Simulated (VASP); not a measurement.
# AlP (F-43m) in VASP: a series of runs

The runs below take AlP through G0W0 quasiparticle levels, with PBE.

All numbers are computed with VASP 6.6.1; they aren't measurements. Logs are shortened: lines on timing, memory, paths and dates and some standing lists are left out, and cuts for length are marked.

## 1. The crystal as given

The structure is cubic, space group F-43m (No. 216). The conventional cell has a = 5.451 Å, b = 5.451 Å, c = 5.451 Å, α = 90.00°, β = 90.00°, γ = 90.00°. P (site symmetry -43m) is surrounded by 4 Al at 2.36 Å. Al (site symmetry -43m) is surrounded by 4 P at 2.36 Å.

## 2. G0W0 quasiparticle levels, PBE

Input file POSCAR:

```
AlP
1.0
    0.0000000000      2.7255000000      2.7255000000
    2.7255000000      0.0000000000      2.7255000000
    2.7255000000      2.7255000000      0.0000000000
P Al
1 1
Direct
    0.7500000000      0.7500000000      0.7500000000
    0.0000000000      0.0000000000      0.0000000000
```

Input file INCAR.step1:

```
PREC     = Accurate       # precision mode
ENCUT    = 450            # plane-wave cutoff, eV
EDIFF    = 1E-8           # SCF threshold, eV
ISMEAR   = 0              # smearing method
SIGMA    = 0.01           # smearing width, eV
LREAL    = False          # projectors in reciprocal space
LASPH    = True           # aspherical terms in the spheres
NELM     = 100            # most SCF steps
ALGO     = Normal         # electronic algorithm
LWAVE    = True           # write WAVECAR
LCHARG   = False          # write CHGCAR
GGA      = PE             # functional
```

Input file INCAR.step2:

```
PREC     = Accurate       # precision mode
ENCUT    = 450            # plane-wave cutoff, eV
EDIFF    = 1E-8           # SCF threshold, eV
ISMEAR   = 0              # smearing method
SIGMA    = 0.01           # smearing width, eV
LREAL    = False          # projectors in reciprocal space
LASPH    = True           # aspherical terms in the spheres
NELM     = 1              # most SCF steps
ALGO     = Exact          # electronic algorithm
LWAVE    = True           # write WAVECAR
LCHARG   = False          # write CHGCAR
GGA      = PE             # functional
NBANDS   = 458            # bands
LOPTICS  = True           # frequency-dependent dielectric function
ISTART   = 1
```

Input file INCAR.step3:

```
PREC     = Accurate       # precision mode
ENCUT    = 450            # plane-wave cutoff, eV
EDIFF    = 1E-8           # SCF threshold, eV
ISMEAR   = 0              # smearing method
SIGMA    = 0.01           # smearing width, eV
LREAL    = False          # projectors in reciprocal space
LASPH    = True           # aspherical terms in the spheres
ALGO     = EVGW0          # electronic algorithm
LWAVE    = False          # write WAVECAR
LCHARG   = False          # write CHGCAR
GGA      = PE             # functional
NELMGW   = 1            
NBANDS   = 458            # bands
ENCUTGW  = 290            # cutoff of the response function
NOMEGA   = 50             # frequency points
PRECFOCK = Fast         
ISTART   = 1            
NBANDSGW = 12
```

Input file KPOINTS:

```
Automatic mesh
0
Gamma
  4 4 4
```

Potentials or basis: VASP PAW PBE potentials, release 64 (P_GW, Al_GW).

Command:

```console
cat potpaw_PBE.64/P_GW/POTCAR potpaw_PBE.64/Al_GW/POTCAR > POTCAR
cp INCAR.step1 INCAR
mpirun -np 1 vasp_std > vasp.out
cp INCAR.step2 INCAR
mpirun -np 1 vasp_std > vasp.out
cp INCAR.step3 INCAR
mpirun -np 1 vasp_std > vasp.out
```

OUTCAR:

```text
PREC = Accurate
   ENCUT = 450
   EDIFF = 1E-8
   ISMEAR = 0
   LREAL = False
   LASPH = True
   GGA = PE
   NELMGW = 1
   ENCUTGW = 290
   PRECFOCK = Fast
   ISTART = 1

 ion  position               nearest neighbor table
   1  0.750  0.750  0.750-   2 2.36   2 2.36   2 2.36   2 2.36
   2  0.000  0.000  0.000-   1 2.36   1 2.36   1 2.36   1 2.36

  LATTYP: Found a face centered cubic cell.
 ALAT       =     5.4510000000

  Lattice vectors:

 A1 = (   0.0000000000,   2.7255000000,   2.7255000000)
 A2 = (   2.7255000000,   0.0000000000,   2.7255000000)
 A3 = (   2.7255000000,   2.7255000000,   0.0000000000)

Analysis of symmetry for initial positions (statically):
=====================================================================
 Subroutine PRICEL returns:
 Original cell was already a primitive cell.

 Routine SETGRP: Setting up the symmetry group for a
 face centered cubic supercell.

 Subroutine GETGRP returns: Found 24 space group operations
 (whereof 24 operations were pure point group operations)
 out of a pool of 48 trial point group operations.

The static configuration has the point symmetry T_d .

Analysis of symmetry for dynamics (positions and initial velocities):
=====================================================================
 Subroutine PRICEL returns:
 Original cell was already a primitive cell.

 Routine SETGRP: Setting up the symmetry group for a
 face centered cubic supercell.

 Subroutine GETGRP returns: Found 24 space group operations
 (whereof 24 operations were pure point group operations)
 out of a pool of 48 trial point group operations.

The dynamic configuration has the point symmetry T_d .

 Subroutine INISYM returns: Found 24 space group operations
 (whereof 24 operations are pure point group operations),
 and found     1 'primitive' translations

----------------------------------------------------------------------------------------

[... 71 lines left out ...]
   LSORBIT =      F    spin-orbit coupling
   LASPH  =      T    aspherical Exc in radial PAW
   ENCUT  =  450.0 eV  33.07 Ry    5.75 a.u.   6.67  6.67  6.67*2*pi/ulx,y,z
   NELM   =     60;   NELMIN=  2; NELMDL=  0     # of ELM steps
   EDIFF  = 0.1E-07   stopping-criterion for ELM
   LREAL  =      F    real-space projection
   EDIFFG = 0.1E-06   stopping-criterion for IOM
   NSW    =      0    number of steps for IOM
   IBRION =     -1    ionic relax: 0-MD 1-quasi-New 2-CG
   NFREE  =      0    steps in history (QN), initial steepest desc. (CG)
   ISIF   =      0    stress and relaxation
   ISYM   =      3    0-nonsym 1-usesym 2-fastsym
   POTIM  = 0.5000    time-step for ionic-motion
   TEBEG  =    0.0;   TEEND  =   0.0 temperature during run
   PSTRESS=    0.0 pullay stress
   NELECT =       8.0000    total number of electrons
   NUPDOWN=      -1.0000    fix difference up-down
   EMIN   =  10.00;   EMAX   =-10.00  energy-range for DOS
   EFERMI =   0.00;   METHOD = LEGACY
   ISMEAR =     0;   SIGMA  =   0.01  broadening in eV -4-tet -1-fermi 0-gaus
   EFERMI_NEDOS =   21; number of points for ismear=-14 and -15
   IALGO  =     38    algorithm
   IMIX   =      4    mixing-type and parameters
     AMIX     =   0.40;   BMIX     =  1.00
     AMIX_MAG =   1.60;   BMIX_MAG =  1.00
  volume/ion in A,a.u.               =      20.25       136.63
  Fermi-wavevector in a.u.,A,eV,Ry     =   0.953488  1.801831 12.369596  0.909140
  Thomas-Fermi vector in A             =   2.082148
   LORBIT       =      0    0 simple, 1 ext, 2 COOP (PROOUT), +10 PAW based schemes
   GGA     = PE    functional components
   LHFCALC =     T    Hartree Fock is set to
   PRECFOCK=fast      Normal, Fast or Accurate (Low or Medium for compatibility)
   ENCUT4O =  -1.0   cutoff for four orbital integrals eV
   NKREDX  =     1    reduce k-point grid by
   NKREDY  =     1    reduce k-point grid by
   NKREDZ  =     1    reduce k-point grid by
   AEXX    =    1.0000 exact exchange contribution
   HFSCREEN=    0.0000 screening length (either q_TF or 0.3 A-1)
   HFSCREENC=   0.0000 screening length for correlation (either q_TF or 0.3 A-1)
   ENCUTFOCK=  -1.0 apply spherical cutoff to Coloumb kernel
   IVDW    =     0    specifies the selected vdW correction
   LEPSILON=     F    determine dielectric tensor
   LRPA    =     F    only Hartree local field effects (RPA)
   LRPAFORCE           =     F    calculate RPA forces
   ENCUTGW             = 290.0    cutoff for response function in eV
   ENCUTGWSOFT         = 232.0    soft cutoff for Coulomb kernel in GW response function in eV
   ENCUTLF             =  -1.0    cutoff for local field effects
   NELMGW              =     1    number of iterations in solving QP/BSE equation
   NELMHF              =     1    number of iterations in the inner HF iteration
   NKREDLFX            =     1    NKREDLFY  =   1   NKREDLFZ  =   1
 non-spin polarized calculation
 Gauss-broadening in eV      SIGMA  =   0.01
  energy-cutoff  :      450.00
  volume of cell :       40.49
 maximum number of plane-waves:       893
 NGX is ok and might be reduce to    28
  NGX = 16; NGY = 16; NGZ = 16
   NGX = 13   NGY = 13   NGZ = 13
 maximum number of plane-waves:       465

 QP shifts <psi_nk| G(iteration)W_0 |psi_nk>: iteration 1
 for sc-GW calculations column KS-energies equals QP-energies in previous step
 and V_xc(KS)=  KS-energies - (<T + V_ion + V_H > + <T+V_H+V_ion>^1  + <V_x>^1)

 k-point   1 :       0.0000    0.0000    0.0000
  band No.  KS-energies  QP-energies   sigma(KS)   V_xc(KS)     V^pw_x(r,r')   Z            occupation Imag(sigma)

      1      -7.5965      -8.3434     -12.1945     -11.0782     -18.4236       0.6691       2.0000       1.1653
      2       3.9452       3.0926     -13.0970     -11.9767     -14.1744       0.7610       2.0000      -0.0389
      3       3.9452       3.0926     -13.0970     -11.9767     -14.1744       0.7610       2.0000      -0.0389
      4       3.9452       3.0926     -13.0970     -11.9767     -14.1744       0.7610       2.0000      -0.0389
      5       7.2815       7.4164      -9.9689     -10.1449      -5.4558       0.7663       0.0000      -0.1453
      6       8.4862       8.7148      -9.3654      -9.6661      -4.8472       0.7603       0.0000      -0.1418
      7       8.4862       8.7148      -9.3654      -9.6661      -4.8472       0.7603       0.0000      -0.1418
      8       8.4862       8.7148      -9.3654      -9.6661      -4.8472       0.7603       0.0000      -0.1418
      9      12.7420      13.0154      -9.5791      -9.9463      -4.1671       0.7445       0.0000      -0.2338
     10      12.7420      13.0154      -9.5791      -9.9463      -4.1671       0.7445       0.0000      -0.2338
     11      14.2550      14.1605      -7.9177      -7.7918      -2.2792       0.7509       0.0000      -0.3716
     12      16.2099      16.1140      -8.1623      -8.0347      -2.0990       0.7512       0.0000      -0.6194
[... 100 lines left out ...]
      1      -5.1758      -5.8661     -13.1954     -12.2002     -18.5713       0.6937       2.0000       0.7361
      2      -1.0050      -1.8332     -11.6519     -10.4729     -14.6497       0.7024       2.0000       0.1050
      3       0.7441      -0.1588     -11.6298     -10.3937     -13.7234       0.7305       2.0000       0.0069
      4       1.1013       0.2367     -11.4593     -10.2857     -13.3157       0.7367       2.0000      -0.0037
      5       8.2561       8.2603      -9.4847      -9.4901      -5.1103       0.7642       0.0000      -0.1422
      6       9.8941      10.1619     -10.2509     -10.6110      -5.2120       0.7437       0.0000      -0.1798
      7      10.0727      10.1686      -9.2469      -9.3736      -4.4945       0.7561       0.0000      -0.1607
      8      10.3167      10.4634      -9.0761      -9.2724      -3.9022       0.7470       0.0000      -0.1983
      9      15.2520      15.3042      -9.9409     -10.0132      -3.3683       0.7228       0.0000      -0.5406
     10      15.8559      16.1359     -10.7958     -11.1775      -4.3037       0.7336       0.0000      -0.5375
     11      17.2875      17.3020      -9.7964      -9.8160      -3.1882       0.7446       0.0000      -0.7130
     12      18.1529      18.3901     -10.4225     -10.7453      -3.6447       0.7347       0.0000      -0.7523
```

Run time: 7.3 min. Hardware: 1 thread of Intel Xeon Platinum 8259CL at 2.50GHz (Skylake/Cascade Lake), shared host; peak memory 0.94 GiB.

What came out:

* Band gap on the k mesh, mean-field level: 1.55 eV, indirect (least direct gap 3.34 eV)
* Quasiparticle gap: 2.39 eV
* Least direct quasiparticle gap: 4.32 eV

Caveat: the k mesh is coarse (spacing up to 0.50 Å⁻¹), so the values aren't converged; bands, screening cutoff and mesh are small and nothing is extrapolated, so the quasiparticle values aren't converged.

(Continued in part 2 of 2.)
